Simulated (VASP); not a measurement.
Write the native input for VASP 6.6.1 that does the following.

- Task: relaxation of cell and atoms
- Functional: PBE
- Potentials or basis: VASP PAW PBE potentials, release 64 (Ge_d, Pt)
- Cutoff: 520 eV
- k mesh: 6 × 6 × 6
- Occupations: gaussian, width 0.15 eV
- Spin: no spin polarisation
- Further INCAR settings: PREC = Normal; ALGO = Fast; EDIFF = 0.0001; IBRION = 2; EDIFFG = -0.08; NSW = 24; ISIF = 3

The structure of GePt lies in POSCAR:

```
GePt
1.0
    3.2330000000      0.0000000000      0.0000000000
    0.0000000000      3.2330000000      0.0000000000
    0.0000000000      0.0000000000      3.2330000000
Ge Pt
1 1
Direct
    0.5000000000      0.5000000000      0.5000000000
    0.0000000000      0.0000000000      0.0000000000
```

The cell was built by a generator and needn't be a form met in nature.

These files were run (other wordings do the same):

INCAR

```
SYSTEM = GePt
PREC = Normal
ENCUT = 520
EDIFF = 1E-4
ISMEAR = 0
SIGMA = 0.15
LREAL = .False.
LASPH = .True.
NELM = 60
ALGO = Fast
ISIF = 3
LWAVE = .False.
LCHARG = .False.
GGA = PE
IBRION = 2
NSW = 24
EDIFFG = -0.08
KPAR = 2
```

KPOINTS

```
Automatic mesh
0
Gamma
  6 6 6
  0 0 0
```

Potentials or basis: VASP PAW PBE potentials, release 64 (Ge_d, Pt).

The run is started by

```console
$ cat potpaw_PBE.64/Ge_d/POTCAR potpaw_PBE.64/Pt/POTCAR > POTCAR
$ mpirun -np 2 vasp_std > vasp.out
```

Results of the run:

- Relaxed volume: 16.34 Å³/atom
- Relaxed cell: a = 3.197 Å, b = 3.197 Å, c = 3.197 Å, α = 90.00°, β = 90.00°, γ = 90.00°
- Space group after relaxing (to 0.05 Å): Pm-3m (No. 221)
- Energy gained by relaxing: 9.1 meV/atom
- Ionic steps: 3
- Pressure after relaxing: 0.7 GPa
- Band gap on the k mesh: none (metal or under the smearing width)

It took 12 s on 2 MPI ranks on Intel(R) Xeon(R) Platinum 8488C (Sapphire Rapids) (shared host), peak memory 0.12 GiB a rank.
